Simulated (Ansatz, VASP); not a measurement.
This is a calculation of PbS (Galena) for Ansatz 0.2.0.

File input.yaml:

```yaml
crystal:
  lattice:
    - [0.0, 2.9256673838, 2.9256673838]
    - [2.9256673838, 0.0, 2.9256673838]
    - [2.9256673838, 2.9256673838, 0.0]
  atoms:
    - { symbol: Pb, position: [0.0, 0.0, 0.0] }
    - { symbol: S, position: [0.5, 0.5, 0.5] }
hamiltonian:
  xc: lda
  pseudopotentials: { kind: paw_fr }
magnetization:
  noncollinear: true
  spin_orbit: true
kpoints:
  mp_grid: { grid: [8, 8, 8] }
scf:
  occupations: { method: fermi_dirac, width: 0.05 }
output:
  forces: true
  stress: true
  eigenvalues: true
```

Potentials or basis: Ansatz PAW.

Run with:

```bash
$ ansatz run input.yaml --threads 2 --pin off --max-ram 5120MiB --backend cpu --events-out ev --progress --plain --runs-dir out
```

Q: Set up the same calculation for VASP 6.6.1. Potentials there: VASP PAW LDA potentials, release 64 (Pb_d, S).

A: As run (the cutoff follows the program's own potentials):

File INCAR:

```
ALGO = Normal
EDIFF = 1E-6
ENCUT = 520
GGA_COMPAT = F
ISIF = 2
ISMEAR = -1
LASPH = T
LCHARG = F
LORBIT = 11
LORBMOM = T
LREAL = F
LSORBIT = T
LWAVE = F
MAGMOM = 0 0 0 0 0 0
NBANDS = 32
NELM = 150
PREC = Accurate
SIGMA = 0.05
```

File KPOINTS:

```
k-points
0
Gamma
  8 8 8
```

File POSCAR:

```
PbS
1.0
    0.0000000000      2.9256673838      2.9256673838
    2.9256673838      0.0000000000      2.9256673838
    2.9256673838      2.9256673838      0.0000000000
Pb S
1 1
Direct
    0.0000000000      0.0000000000      0.0000000000
    0.5000000000      0.5000000000      0.5000000000
```

Potentials or basis: VASP PAW LDA potentials, release 64 (Pb_d, S).

Launch:

```console
$ cat potpaw_LDA.64/Pb_d/POTCAR potpaw_LDA.64/S/POTCAR > POTCAR
$ mpirun -np 1 vasp_ncl > vasp.out
```

Both were run:

|  | VASP | Ansatz | Ansatz less VASP |
| --- | --- | --- | --- |
| gap on the k mesh at the Fermi level (eV) | 0.29 | 0.37 | +0.080 |
| least direct gap on the mesh (eV) | 0.29 | 0.37 | +0.080 |
| pressure (GPa) | -0.6 | -0.8 | -0.20 |
| net moment per atom (μB) | 0.00 | 0.00 | 0.000 |

Caveats: the PAW data sets come from PBE, with cores solved anew for the run's functional, which leaves a small shift of forces and pressure (Ansatz).
